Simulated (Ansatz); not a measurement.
Sb:

```
Sb
1.0
    -4.03001    4.03001    2.02549
     4.03001   -4.03001    2.02549
     4.03001    4.03001   -2.02549
Sb
4
Direct
  0.65126 0.15126 0.80253
  0.15126 0.34874 0.50000
  0.34874 0.84874 0.19747
  0.84874 0.65126 0.50000
```

This isn't the form of Sb at room conditions, which is rhombohedral.

Below is the output of Ansatz 0.2.0 for this cell. Logs are shortened: lines on timing, memory, paths and dates and some standing lists are left out, and cuts for length are marked.

```text
Warning: output.stress: scf.convergence.dr2_threshold = 1e-7 eV (the SCF's general default) is looser than the 4e-10 eV advised for a printed stress (1e-10 eV for each atom of the cell: 4). What an SCF threshold leaves in a stress goes as its square root, and in the free energy as the threshold itself, and one threshold admits the most on a small cell: of the crystals measured, under no hybrid functional and no lock of the moments, on runs that ended without the residual-converged pass, on stresses that held no estimate of that error, the worst erred by over 100 MPa in a component at 1e-7 eV an atom and by under 5 at 1e-10. Set scf.convergence.dr2_threshold to 4e-10 eV or tighter. The threshold is an SCF's pass mark: one that does not reach it within its budget of iterations ends unconverged, or closes short of it on a stop that the run arms, and scf.convergence.dr2_threshold's page says what that costs each kind of run
Warning: output.stress: scf.exx.energy_threshold = 1e-6 eV is looser than the 4e-8 eV advised for a stress under a hybrid functional (1e-8 eV for each atom of the cell: 4). Every SCF of the exchange loop can meet its threshold on dr2 while the loop round them stops early: no threshold on dr2 bounds what that leaves in the stress. Set scf.exx.energy_threshold to 4e-8 eV or tighter. The threshold is the loop's pass mark: a loop that does not reach it within its budget of cycles ends unconverged, and scf.exx.energy_threshold's page has the law
Warning: RAYON_NUM_THREADS=2 ignored (pool sized by the plan → 2); use --threads N
Engine: ansatz 0.2.0, aarch64-unknown-linux-gnu
Pseudopotentials: kind: paw
Pseudopotential: Sb, paw, valence charge 15, recommended cutoff 500 eV (meta_gga), Sb.paw.azcp
Functional definition: unnamed
  parameter a_1 = 0.1
  exchange = (1 - a_1)*r2scan_x + a_1*exact_x
  correlation = r2scan_c
Crystal: 4 atoms, lattice volume = 131.584 Å³
Basis set: ecut = 500 eV, 3323 PW (Γ), exchange–correlation on 180×180×180 points (64 copies of the dense FFT grid, shifted against one another)
Bands: 36, of which v1, the nominal top of the filled ones, is band 30 counted from 1 (29 counted from 0)
Symmetry: 16 space group operations
Space group: I4/mcm (ITA 140), of the structure as read, at distance tolerance 5.1e-5 Å
k-points: 13 of 64
[... 60 lines left out ...]
  E_vxc        = -372.049112  (∫ρ·V_xc dr)
  E_exx        = -74.456164  (= α·E_x^exact, valence–valence)
  E_paw        = -18377.301662  (= ΣΔE_a)
  E_vpaw       = -1962.728791  (= ΣTr[D̂ρ^β])
  E_aug_tail   = -0.000003  (compensation charges beyond the density's cutoff)
  E_vtau       = 24.556404  (kinetic-family band-sum trace: ∫τ·v_τ [+ j·A + Jᵃ·Aᵃ] dr)
  E_ewald      = -5398.758071
  E_core_change = 1.857231  (= ΣΔE_core)
  E_smearing   = -0.006188  (= −TS)
  E_closure    = -0.000000  (closes the sum)
  Σ components = -25994.891430   (vs F -25994.891430, Δ=0.00e0)
--- Forces (eV/Å), atoms counted from 1 ---
  atom   1  Sb     0.08978004     0.08978004    -0.00000000
  atom   2  Sb    -0.08978004     0.08978004    -0.00000000
  atom   3  Sb    -0.08978004    -0.08978004     0.00000000
  atom   4  Sb     0.08978004    -0.08978004     0.00000000
  max |Σ_I F_I| component: 1.39e-17 eV/Å
--- Stress (GPa, compression-positive) ---
       -0.768711      -0.000000      -0.000000
       -0.000000      -0.768711      -0.000000
       -0.000000      -0.000000       1.037138
  P = ⅓ Tr σ = -0.1668 GPa (-1.668 kbar)
--- Band table (eV; the first three rows and the last of 13) ---
  k-point 0: bands = ["-22.5779", "-22.5779", "-22.5369", "-22.5263", "-22.5263", "-22.5255", "-22.4961", "-22.4756", "-22.4690", "-22.4690", "-22.4679", "-22.4644", "-22.4347", "-22.4347", "-22.4261", "-22.4261", "-22.4253", "-22.4161", "-22.4133", "-22.3430", "-5.2069", "-1.4744", "-0.1294", "-0.1294", "3.1205", "6.6035", "7.3146", "7.3367", "7.3367", "7.3382", "7.3382", "8.2096", "11.6823", "11.6823", "12.2943", "12.5995"]
  k-point 1: bands = ["-22.5857", "-22.5798", "-22.5372", "-22.5308", "-22.5220", "-22.5097", "-22.5048", "-22.4880", "-22.4774", "-22.4729", "-22.4556", "-22.4524", "-22.4487", "-22.4325", "-22.4263", "-22.4184", "-22.4183", "-22.4134", "-22.4063", "-22.3514", "-4.9738", "-2.3858", "-0.0554", "0.1993", "4.1499", "5.5044", "6.2586", "6.7960", "7.3068", "8.4668", "8.5202", "9.1426", "11.5252", "11.8388", "13.1497", "13.2212"]
  k-point 2: bands = ["-22.5927", "-22.5814", "-22.5407", "-22.5241", "-22.5157", "-22.5130", "-22.4991", "-22.4973", "-22.4792", "-22.4752", "-22.4594", "-22.4565", "-22.4446", "-22.4280", "-22.4248", "-22.4221", "-22.4214", "-22.4006", "-22.3856", "-22.3696", "-4.6023", "-3.1866", "0.0259", "0.3410", "4.9402", "5.8172", "5.8494", "5.9043", "7.2769", "8.9190", "9.0520", "10.8940", "11.0206", "11.8695", "12.2892", "13.4663"]
  k-point 12: bands = ["-22.6323", "-22.5449", "-22.5169", "-22.5134", "-22.5088", "-22.5079", "-22.4991", "-22.4991", "-22.4979", "-22.4979", "-22.4635", "-22.4635", "-22.4530", "-22.4410", "-22.4215", "-22.4154", "-22.4154", "-22.3884", "-22.3752", "-22.3752", "-3.5707", "-3.1161", "-3.1161", "3.0833", "3.6435", "5.1838", "6.8955", "6.8955", "8.9992", "9.4026", "10.6882", "10.8066", "10.8066", "11.0863", "11.0863", "12.0060"]
```

**Question.** Write the input and the command behind it.

**Answer.** Single point with r2SCAN0 form with a typed share of exact exchange, no spin polarisation. The files as run (others can give the same):

input.yaml
```yaml
crystal:
  lattice:
    - [-4.0300106443, 4.0300106443, 2.0254867038]
    - [4.0300106443, -4.0300106443, 2.0254867038]
    - [4.0300106443, 4.0300106443, -2.0254867038]
  atoms:
    - { symbol: Sb, position: [0.65126306, 0.15126306, 0.80252612] }
    - { symbol: Sb, position: [0.15126306, 0.34873694, 0.5] }
    - { symbol: Sb, position: [0.34873694, 0.84873694, 0.19747388] }
    - { symbol: Sb, position: [0.84873694, 0.65126306, 0.5] }
hamiltonian:
  xc: { exchange: r2scan, correlation: r2scan, exx: { coeff: 0.1 } }
  pseudopotentials: { kind: paw }
kpoints:
  mp_grid: { grid: [4, 4, 4] }
scf:
  occupations: { method: fermi_dirac, width: 0.05 }
output:
  forces: true
  stress: true
  eigenvalues: true
```

Potentials or basis: Ansatz PAW.
Command:
```bash
$ ansatz run input.yaml --threads 2 --pin off --max-ram 5632MiB --backend cpu --events-out ev --progress --plain --runs-dir out
```

Caveat: the k mesh is coarse (spacing up to 0.43 Å⁻¹), so the values aren't converged, least of all with exact exchange; the PAW data sets come from PBE, with cores solved anew for the run's functional, which leaves a small shift of forces and pressure; the thresholds are loose for stress.
